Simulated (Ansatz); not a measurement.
# SiC (model cell, started as layered BN type): the cell at rest

Wanted: the relaxed cell of SiC (model cell, started as layered BN type).

Method: DFT PBEsol, scalar-relativistic, plane waves, PAW, in Ansatz 0.2.0.

The structure was built from a prototype and need not be the compound's stable phase.

## (1) The starting structure

It takes space group P6_3/mmc (No. 194, hexagonal). The conventional cell has a = 3.028 Å, b = 3.028 Å, c = 4.400 Å, α = 90.00°, β = 90.00°, γ = 120.00°. Si has 3 C at 1.75 Å nearest. Nearest to C lie 3 Si at 1.75 Å. Farther neighbours are not listed.

## (2) A coarse first look

First a cheap look: the gap decides the mesh and the occupations, the pressure tells how far the cell has to move.

Contents of input.yaml:

```yaml
crystal:
  lattice:
    - [3.02762, 0.0, 0.0]
    - [-1.51381, 2.622, 0.0]
    - [0.0, 0.0, 4.4]
  atoms:
    - { symbol: Si, position: [0.333333, 0.666667, 0.25] }
    - { symbol: Si, position: [0.666667, 0.333333, 0.75] }
    - { symbol: C, position: [0.666667, 0.333333, 0.25] }
    - { symbol: C, position: [0.333333, 0.666667, 0.75] }
kpoints:
  mp_grid: { grid: [6, 6, 4] }
hamiltonian:
  xc: pbesol
scf:
  occupations: { method: gaussian, width: 0.1 }
output:
  forces: true
  stress: true
  eigenvalues: true
```

Run with:

```console
$ ansatz run input.yaml --threads 4 --pin off --max-ram 7168MiB --backend cpu --events-out ev --progress --plain --runs-dir out
```

Numbers of over 12 decimals in the logs are rounded to 6 here.

Log:

```text
[...]
--- Band table (eV; the first three rows and the last of 21) ---
  k-point 0: bands = [... 4 lower, 9.1499, 11.1314, 11.1314, 14.7441, 16.0832, 18.2379, 18.2379, 20.1509]
  k-point 1: bands = [... 4 lower, 9.4008, 10.8005, 10.8005, 12.8707, 16.4955, 18.2458, 18.2458, 19.8145]
  k-point 2: bands = [... 4 lower, 10.0586, 10.0586, 10.0586, 10.0586, 17.7410, 17.7410, 18.8628, 18.8628]
  k-point 20: bands = [... 4 lower, 5.1259, 5.1259, 12.0990, 12.0990, 17.1879, 17.1879, 19.5976, 19.5976]
[key lines of the parts left out:]
SCF converged after 6 iterations
Free energy (F): -1734.987994 eV
Fermi energy:    13.761188 eV
P = ⅓ Tr σ = 42.8831 GPa (428.831 kbar)
```

The job ended after 0.2 s (4 threads of AMD EPYC 9R45 (Zen 5), shared host; peak memory 0.33 GiB).

This step gave:

```yaml
pressure: 42.88 GPa
volume_per_atom: 8.732 Å³
gap_on_the_k_mesh: 0 eV
```

The coarse mesh shows no gap and a pressure of 42.9 GPa.

## (3) Rough relaxation

A rough relaxation comes first, because large forces or stress need no tight tolerances yet.

Edit input.yaml of step 2 so:

```diff
@@ -11,3 +11,3 @@
 kpoints:
-  mp_grid: { grid: [6, 6, 4] }
+  mp_grid: { grid: [9, 9, 4] }
 hamiltonian:
@@ -20 +20,6 @@
   eigenvalues: true
+relax:
+  adjacent_minimum: "off"
+  f_tol: 0.05
+  max_steps: 80
+  cell: { stress_tol: 0.5 }
```

Log:

```text
[...]
Crystal: 4 atoms, lattice volume = 34.929 Å³
Basis set: ecut = 420 eV, 675 PW (Γ), exchange–correlation on 48×48×60 points (8 copies of the dense FFT grid, shifted against one another)
Bands: 12, of which v1, the nominal top of the filled ones, is band 8 counted from 1 (7 counted from 0)
Symmetry: 24 space group operations
[...]
F+E_penalty+E_count = -1735.65144495 eV   max|allowed force component| = 1.758e-16 eV/Å   (the final SCF, on the basis selected at the relaxed cell)
  cell:  # Å, volume = 40.6865 Å³
    - [3.168949, 0.0, 0.0]
    - [-1.584475, 2.744391, 0.0]
    - [0.0, 0.0, 4.678316]
  atoms:
    - { symbol: Si, position: [0.333333, 0.666667, 0.25] }
    - { symbol: Si, position: [0.666667, 0.333333, 0.75] }
    - { symbol: C, position: [0.666667, 0.333333, 0.25] }
    - { symbol: C, position: [0.333333, 0.666667, 0.75] }
[key lines of the parts left out:]
SCF converged after 3 iterations
Free energy (F): -1735.651445 eV
Fermi energy:    11.855293 eV
P = ⅓ Tr σ = 0.0517 GPa (0.517 kbar)
```

The job ended after 1.2 s (4 threads; peak memory 0.37 GiB).

Relaxation path:

| step | energy less that of the first step (eV) | largest force component (eV/Å) | pressure (GPa) | volume (Å³) |
| --- | --- | --- | --- | --- |
| 1 | 0.0000 | 0.0000 | 43.01 | 34.93 |
| 2 | -0.4642 | 0.0000 | 20.13 | 37.38 |
| 3 | -0.6297 | 0.0000 | 2.92 | 39.89 |
| 4 | -0.6337 | 0.0000 | -0.06 | 40.49 |
| 5* | -0.6544 | 0.0000 | 0.65 | 40.49 |
| 6 | -0.6545 | 0.0000 | 0.05 | 40.69 |
| 7* | -0.6549 | 0.0000 | 0.05 | 40.69 |

Relaxation steps marked * repeat the geometry before them on a plane-wave basis chosen anew for their cell, so energy and pressure can jump there.

The run keeps the 24 symmetry operations that it works with, so distortions that break them were not tested.

| conventional cell, symmetrised | before | after | change |
| --- | --- | --- | --- |
| a (Å) | 3.028 | 3.169 | +4.7 % |
| b (Å) | 3.028 | 3.169 | +4.7 % |
| c (Å) | 4.400 | 4.678 | +6.3 % |
| volume (Å³/atom) | 8.73 | 10.17 | +16.5 % |

Numbers from this step:

| Property | Result |
| --- | --- |
| pressure | 0.05172 GPa |
| volume per atom | 10.17 Å³ |

In this step the volume went from 8.73 to 10.17 Å³/atom.

## (4) Relaxation

The cell and atoms are relaxed, since residual forces and stress would shift the frequencies.

Contents of input.yaml:

```yaml
crystal:
  lattice:
    - [3.1689492093, 0.0, 0.0]
    - [-1.5844746047, 2.7443905186, 0.0]
    - [0.0, 0.0, 4.6783162837]
  atoms:
    - { symbol: Si, position: [0.3333333333, 0.6666666667, 0.25] }
    - { symbol: Si, position: [0.6666666667, 0.3333333333, 0.75] }
    - { symbol: C, position: [0.6666666667, 0.3333333333, 0.25] }
    - { symbol: C, position: [0.3333333333, 0.6666666667, 0.75] }
kpoints:
  mp_grid: { grid: [15, 15, 8] }
hamiltonian:
  xc: pbesol
scf:
  occupations: { method: gaussian, width: 0.1 }
output:
  forces: true
  stress: true
  eigenvalues: true
  write_density: true
  write_potential: true
  elf: true
  volumetric_format: npy
relax:
  adjacent_minimum: "off"
  f_tol: 0.005
  max_steps: 80
  cell: { stress_tol: 0.05 }
```

Log:

```text
[...]
Crystal: 4 atoms, lattice volume = 40.687 Å³
Basis set: ecut = 420 eV, 795 PW (Γ), exchange–correlation on 48×48×64 points (8 copies of the dense FFT grid, shifted against one another)
Bands: 12, of which v1, the nominal top of the filled ones, is band 8 counted from 1 (7 counted from 0)
[... 1 set-up line as in the run before ...]
[...]
k-points: 135 of 1800
[...]
SCF iter   1: F=—  HF=-1735.637245 eV  |F-HF|=—  |Δ(HF+E_count)|=         —  Δρ=3.96e-3  dr2=6.95e-3  ethr=1.77e-3  ⟨swp⟩=5.2  Hψ=10535  notcnv=0
[...]
SCF iter   6: F=-1735.636098 eV  HF=-1735.636098 eV  |F-HF|=9.25e-10  |Δ(HF+E_count)|=   3.45e-9  Δρ=2.89e-6  dr2=2.30e-9  ethr=1.14e-10  ⟨swp⟩=5.5  Hψ=8798  notcnv=0
SCF 1 converged in 6 iterations: F = -1735.636098 eV  dr2 = 2.30e-9
[...]
relax step   1: F+E_penalty+E_count = -1735.63609823 eV  Δ(F+E_penalty+E_count) = +0.000e0 eV  max|allowed force component| = 2.857e-16 eV/Å  Δτ_max = 0.0000 Å  P = -0.017 GPa  Ω = 40.687 Å³  (6 SCF iters, dr2 threshold 1.00e-7 eV, accepted)
Crystal: 4 atoms, lattice volume = 40.693 Å³
[...]
SCF iter   3: F=-1735.636097 eV  HF=-1735.636097 eV  |F-HF|=5.24e-9  |Δ(HF+E_count)|=   1.30e-8  Δρ=4.14e-6  dr2=7.36e-9  ethr=2.69e-10  ⟨swp⟩=7.4  Hψ=8630  notcnv=0
SCF 2 converged in 3 iterations: F = -1735.636097 eV  dr2 = 7.36e-9
relax step   2: F+E_penalty+E_count = -1735.63609689 eV  Δ(F+E_penalty+E_count) = +1.346e-6 eV  max|allowed force component| = 3.053e-16 eV/Å  Δτ_max = 0.0000 Å  P = -0.014 GPa  Ω = 40.693 Å³  energy of the carried Pulay correction = -1.182e-5 eV  (3 SCF iters, dr2 threshold 4.31e-8 eV, accepted)
Crystal: 4 atoms, lattice volume = 40.716 Å³
[...]
SCF iter   4: F=-1735.636071 eV  HF=-1735.636071 eV  |F-HF|=5.11e-10  |Δ(HF+E_count)|=   2.75e-8  Δρ=3.19e-6  dr2=2.83e-9  ethr=1.73e-10  ⟨swp⟩=7.8  Hψ=8898  notcnv=0
SCF 3 converged in 4 iterations: F = -1735.636071 eV  dr2 = 2.83e-9
relax step   3: F+E_penalty+E_count = -1735.63607126 eV  Δ(F+E_penalty+E_count) = +2.563e-5 eV  max|allowed force component| = 1.775e-16 eV/Å  Δτ_max = 0.0000 Å  P = +0.003 GPa  Ω = 40.716 Å³  energy of the carried Pulay correction = -5.698e-5 eV  (4 SCF iters, dr2 threshold 2.76e-8 eV, accepted)
[...]
SCF iter   4: F=-1735.636107 eV  HF=-1735.636107 eV  |F-HF|=3.18e-12  |Δ(HF+E_count)|=  5.28e-11  Δρ=1.86e-7  dr2=8.15e-12  ethr=1.00e-12  ⟨swp⟩=6.0  Hψ=7269  notcnv=0
SCF 4 converged in 4 iterations: F = -1735.636107 eV  dr2 = 8.15e-12
relax step   4: F+E_penalty+E_count = -1735.63610685 eV  Δ(F+E_penalty+E_count) = -3.558e-5 eV  max|allowed force component| = 1.018e-16 eV/Å  Δτ_max = 0.0000 Å  P = +0.005 GPa  Ω = 40.716 Å³  stress off target by 1.27e-2 GPa  SCF on the basis re-selected at this cell (its energy is not comparable with the rows above)  (4 SCF iters)
[...]
SCF converged after 4 iterations
Free energy (F): -1735.636107 eV
[...]
Internal energy: -1735.635049 eV  (E = F + TS)
E sigma→0 (E₀):  -1735.635578 eV
Entropy (-TS):   -0.001058 eV (-0.264 meV/atom)
Fermi energy:    11.720568 eV
[...]
--- Stress (GPa, compression-positive) ---
        0.001540       0.000000       0.000000
        0.000000       0.001540      -0.000000
        0.000000      -0.000000       0.012671
  P = ⅓ Tr σ = 0.0053 GPa (0.053 kbar)
--- Band table (eV; the first three rows and the last of 135) ---
  k-point 0: bands = [... 4 lower, 7.3280, 9.0115, 9.0115, 12.3559, 12.8049, 15.5125, 15.5125, 16.1676]
  k-point 1: bands = [... 4 lower, 7.3827, 8.9369, 8.9369, 11.7944, 12.9014, 15.5225, 15.5225, 16.5289]
  k-point 2: bands = [... 4 lower, 7.5419, 8.7296, 8.7296, 10.4959, 13.1923, 15.5966, 15.5966, 16.3799]
  k-point 134: bands = [... 4 lower, 3.7613, 3.7613, 9.9666, 9.9666, 14.0210, 14.0210, 17.0269, 17.0269]
--- Relaxed structure (3 steps of the walk, 3 accepted, 1 SCFs on fresh bases) ---
[...]
cell:  # Å, volume = 40.7164 Å³
    - [3.167983, 2.885871313714734e-11, 0.0]
    - [-1.583991, 2.743554, 0.0]
    - [0.0, 0.0, 4.684610]
  atoms:
    - { symbol: Si, position: [0.333333, 0.666667, 0.25] }
    - { symbol: Si, position: [0.666667, 0.333333, 0.75] }
    - { symbol: C, position: [0.666667, 0.333333, 0.25] }
    - { symbol: C, position: [0.333333, 0.666667, 0.75] }
```

Run time: 1.6 s. Hardware: 4 threads; peak memory 0.45 GiB.

Relaxation path:

| step | energy less that of the first step (eV) | largest force component (eV/Å) | pressure (GPa) | volume (Å³) |
| --- | --- | --- | --- | --- |
| 1 | 0.0000 | 0.0000 | -0.02 | 40.69 |
| 2 | 0.0000 | 0.0000 | -0.01 | 40.69 |
| 3 | 0.0000 | 0.0000 | 0.00 | 40.72 |
| 4* | 0.0000 | 0.0000 | 0.01 | 40.72 |

Relaxation steps marked * repeat the geometry before them on a plane-wave basis chosen anew for their cell, so energy and pressure can jump there.

Forces are held to the 24 operations that the run works with; a distortion that breaks them can't arise in this run.

| conventional cell, symmetrised | before | after | change |
| --- | --- | --- | --- |
| a (Å) | 3.169 | 3.168 | -0.0 % |
| b (Å) | 3.169 | 3.168 | -0.0 % |
| c (Å) | 4.678 | 4.685 | +0.1 % |
| volume (Å³/atom) | 10.17 | 10.18 | +0.1 % |

The relaxed structure:

```cif
data_structure
_symmetry_space_group_name_H-M 'P 1'
_symmetry_Int_Tables_number 1
_cell_length_a 3.1680
_cell_length_b 3.1680
_cell_length_c 4.6846
_cell_angle_alpha 90.000
_cell_angle_beta 90.000
_cell_angle_gamma 120.000
_cell_volume 40.72
loop_
_atom_site_label
_atom_site_type_symbol
_atom_site_fract_x
_atom_site_fract_y
_atom_site_fract_z
_atom_site_occupancy
Si1 Si 0.33333 0.66667 0.25000 1
Si2 Si 0.66667 0.33333 0.75000 1
C3 C 0.66667 0.33333 0.25000 1
C4 C 0.33333 0.66667 0.75000 1
```

Numbers from this step:

- pressure: 0.005250 GPa
- volume per atom: 10.18 Å³

ELF in the ac plane at fractional y = 0.333, with atoms of Si and C within 0.2 Å of it. It is the smooth field of the valence electrons, not physical close to the nuclei.

Ten even steps from '_' (0.02) to '@' (0.84):
```
::::::::::::::--==++****++==--::
================================
**************++==--::::::--++**
%%########%%%%##==::......--**%%
@@%%####%%%%@@##==::::::..--##@@
@@%%%%##%%@@@@##==::==++::--##@@
@@%%####%%%%@@##==::::::..--##@@
%%########%%%%##==::......--**%%
**************++==--::::::--++**
================================
::::::::::::::--==++****++==--::
............::--==++**##**==--::
::........::--==**##%%%%##**==--
==::::::::--++**%%%%@@@@%%%%##++
**==--::--**##%%@@%%%%%%%%@@%%%%
%%**----++##@@@@@@##**++##%%@@@@
@@##==--**%%@@@@%%++....==%%@@@@
@@##==--**%%@@@@%%==____::##@@@@
@@##==--**%%@@@@%%++....==%%@@@@
%%**----++##@@@@@@##**++##%%@@@@
**==--::--**##%%@@%%%%%%%%@@%%%%
==::::::::--++**%%%%@@@@%%%%##++
::........::--==**##%%%%##**==--
............::--==++**##**==--::
```
Columns run along a (3.2 Å), rows up along c (4.7 Å). Atoms in or near the plane, at fractional coordinates: Si at (0.67, 0.75), C at (0.67, 0.25).

Valence density in the ac plane at fractional y = 0.333, with atoms of Si and C within 0.2 Å of it. It is the smooth field of the valence electrons, not physical close to the nuclei.

Values in e/Å³, 20 rows by 16 columns, each cell a mean:
```
0.2 0.2 0.2 0.2 0.2 0.2 0.2 0.2 0.3 0.3 0.3 0.3 0.3 0.3 0.2 0.2
0.3 0.3 0.2 0.2 0.3 0.3 0.3 0.3 0.3 0.3 0.3 0.3 0.3 0.3 0.3 0.3
0.4 0.4 0.4 0.4 0.4 0.4 0.4 0.4 0.3 0.3 0.2 0.2 0.2 0.3 0.4 0.4
0.5 0.5 0.5 0.5 0.5 0.5 0.5 0.5 0.4 0.2 0.1 0.1 0.2 0.3 0.4 0.5
0.5 0.5 0.5 0.5 0.5 0.5 0.6 0.5 0.4 0.2 0.1 0.1 0.1 0.3 0.5 0.5
0.5 0.5 0.5 0.5 0.5 0.5 0.5 0.5 0.4 0.2 0.1 0.1 0.2 0.3 0.4 0.5
0.4 0.4 0.4 0.4 0.4 0.4 0.4 0.4 0.4 0.3 0.2 0.2 0.2 0.3 0.4 0.4
0.3 0.3 0.3 0.3 0.3 0.3 0.3 0.3 0.3 0.3 0.3 0.3 0.3 0.3 0.3 0.3
0.2 0.2 0.2 0.2 0.2 0.2 0.2 0.2 0.3 0.3 0.3 0.3 0.3 0.3 0.2 0.2
0.2 0.2 0.1 0.1 0.2 0.2 0.2 0.2 0.3 0.3 0.4 0.4 0.3 0.3 0.2 0.2
0.2 0.2 0.1 0.1 0.2 0.2 0.2 0.3 0.4 0.4 0.5 0.5 0.5 0.4 0.3 0.2
0.3 0.2 0.2 0.2 0.2 0.2 0.3 0.4 0.6 0.7 0.8 0.9 0.8 0.6 0.5 0.3
0.4 0.3 0.2 0.2 0.3 0.3 0.5 0.6 0.9 1.2 1.3 1.4 1.2 1.0 0.7 0.5
0.5 0.4 0.3 0.3 0.3 0.4 0.6 0.9 1.2 1.6 1.7 1.7 1.6 1.4 1.0 0.7
0.5 0.4 0.3 0.3 0.4 0.5 0.7 1.0 1.4 1.8 1.8 1.8 1.8 1.6 1.1 0.8
0.5 0.4 0.3 0.3 0.3 0.4 0.6 0.9 1.3 1.6 1.8 1.8 1.7 1.4 1.0 0.7
0.4 0.3 0.2 0.2 0.3 0.4 0.5 0.7 0.9 1.2 1.4 1.4 1.3 1.0 0.8 0.5
0.3 0.2 0.2 0.2 0.2 0.3 0.3 0.4 0.6 0.8 0.9 0.9 0.8 0.7 0.5 0.4
0.2 0.2 0.2 0.2 0.2 0.2 0.2 0.3 0.4 0.5 0.5 0.6 0.5 0.4 0.3 0.3
0.2 0.2 0.1 0.1 0.1 0.2 0.2 0.2 0.3 0.3 0.4 0.4 0.4 0.3 0.2 0.2
```
Columns run along a (3.2 Å), rows up along c (4.7 Å). Atoms in or near the plane, at fractional coordinates: Si at (0.67, 0.75), C at (0.67, 0.25).

Electrostatic potential energy in the ac plane at fractional y = 0.333, with atoms of Si and C within 0.2 Å of it. With pseudopotentials it is smooth inside the atoms' cores, unlike the true potential.

Ten even steps from '_' (-55 eV) to '@' (12 eV):
```
@@@@@@@@@@@@@@@@@@%%%%%%%%@@@@@@
@@@@@@@@@@@@@@@@%%##****##%%%%@@
@@@@@@@@@@@@@@%%**==----==**##%%
@@@@@@@@@@@@%%##==::....::--**%%
@@@@@@@@@@@@%%**--..______::++##
%%@@@@@@@@@@%%++::________..==##
@@@@@@@@@@@@%%**--..______::++##
@@@@@@@@@@@@%%##==::....::--**%%
@@@@@@@@@@@@@@%%**==----==**##%%
@@@@@@@@@@@@@@@@%%##****##%%%%@@
@@@@@@@@@@@@@@@@@@%%%%%%%%@@@@@@
@@@@@@@@@@@@@@@@@@@@@@@@@@@@@@@@
@@@@@@@@@@@@@@@@@@@@@@@@@@@@@@@@
@@@@@@@@@@@@@@@@@@@@@@@@@@@@@@@@
@@@@@@@@@@@@@@@@@@##****##%%@@@@
@@%%%%%%%%@@@@@@##==::::--**%%@@
@@%%%%%%%%%%@@%%++..______==##@@
%%%%%%%%%%%%%%%%==________--##%%
@@%%%%%%%%%%@@%%++..______==##@@
@@%%%%%%%%@@@@@@##==::::--**%%@@
@@@@@@@@@@@@@@@@@@##****##%%@@@@
@@@@@@@@@@@@@@@@@@@@@@@@@@@@@@@@
@@@@@@@@@@@@@@@@@@@@@@@@@@@@@@@@
@@@@@@@@@@@@@@@@@@@@@@@@@@@@@@@@
```
Columns run along a (3.2 Å; values clipped at the 3rd and 97th percentile), rows up along c (4.7 Å). Atoms in or near the plane, at fractional coordinates: Si at (0.67, 0.75), C at (0.67, 0.25).

In this step the volume went from 10.17 to 10.18 Å³/atom.

## (5) Relaxing to small forces for the phonons

Phonons need a cell at rest on their own settings, so the relaxation is repeated with tight tolerances on forces and stress on the k mesh and occupations of the first response run.

Contents of input.yaml:

```yaml
crystal:
  lattice:
    - [3.1679828045, 0.0, 0.0]
    - [-1.5839914023, 2.7435535875, 0.0]
    - [0.0, 0.0, 4.6846102581]
  atoms:
    - { symbol: Si, position: [0.3333333333, 0.6666666667, 0.25] }
    - { symbol: Si, position: [0.6666666667, 0.3333333333, 0.75] }
    - { symbol: C, position: [0.6666666667, 0.3333333333, 0.25] }
    - { symbol: C, position: [0.3333333333, 0.6666666667, 0.75] }
kpoints:
  mp_grid: { grid: [15, 15, 8] }
hamiltonian:
  xc: pbesol
scf:
  occupations: { method: methfessel_paxton, width: 0.15 }
output:
  forces: true
  stress: true
  eigenvalues: true
relax:
  adjacent_minimum: "off"
  f_tol: 0.001
  max_steps: 60
  cell: { stress_tol: 0.01 }
```

Log:

```text
[...]
Crystal: 4 atoms, lattice volume = 40.716 Å³
Basis set: ecut = 420 eV, 795 PW (Γ), exchange–correlation on 48×48×64 points (8 copies of the dense FFT grid, shifted against one another)
Bands: 12, of which v1, the nominal top of the filled ones, is band 8 counted from 1 (7 counted from 0)
[... 1 set-up line as in the run before ...]
[...]
k-points: 135 of 1800
[...]
--- Relaxed structure (3 steps of the walk, 3 accepted, 1 SCFs on fresh bases) ---
[...]
cell:  # Å, volume = 40.7233 Å³
    - [3.167784, 2.886576908914409e-11, 0.0]
    - [-1.583892, 2.743381, 0.0]
    - [0.0, 0.0, 4.685985]
  atoms:
    - { symbol: Si, position: [0.333333, 0.666667, 0.25] }
    - { symbol: Si, position: [0.666667, 0.333333, 0.75] }
    - { symbol: C, position: [0.666667, 0.333333, 0.25] }
    - { symbol: C, position: [0.333333, 0.666667, 0.75] }
[key lines of the parts left out:]
SCF converged after 4 iterations
Free energy (F): -1735.635523 eV
Fermi energy:    11.720213 eV
P = ⅓ Tr σ = 0.0007 GPa (0.007 kbar)
```

The job ended after 1.5 s (4 threads; peak memory 0.44 GiB).

Little changed from the start: no atom moved by 0.005 Å and no cell edge by 0.1 %.

Numbers from this step:

* pressure: 6.55e-4 GPa

The forces vanish by symmetry and the pressure is 0.001 GPa, within the tolerances set. The cell now holds 10.18 Å³/atom.

## (6) Outcome

```yaml
space_group_after_relaxation_within_0p01_a: P6_3/mmc
lattice_constant_a: 3.168 Å
lattice_constant_b: 3.168 Å
lattice_constant_c: 4.686 Å
volume_per_atom: 10.2 Å³
```

The forces vanish by symmetry and the pressure is 0.001 GPa, within the tolerances set. The cell now holds 10.18 Å³/atom. The relaxation keeps the symmetry of its start, so it says nothing on stability against lower symmetry. The starting cell was built on a prototype and not taken from a measurement, so the phase need not exist.

[Logs are printed without paths, hosts, clocks, repeated set-up lines and the standing remarks that a program may print on its own settings, such as how far it seeks lower states.]

[Hosts, paths, dates, database ids (printed as entryN), source tags and the programs' standing remarks are cut or masked in the printed files.]
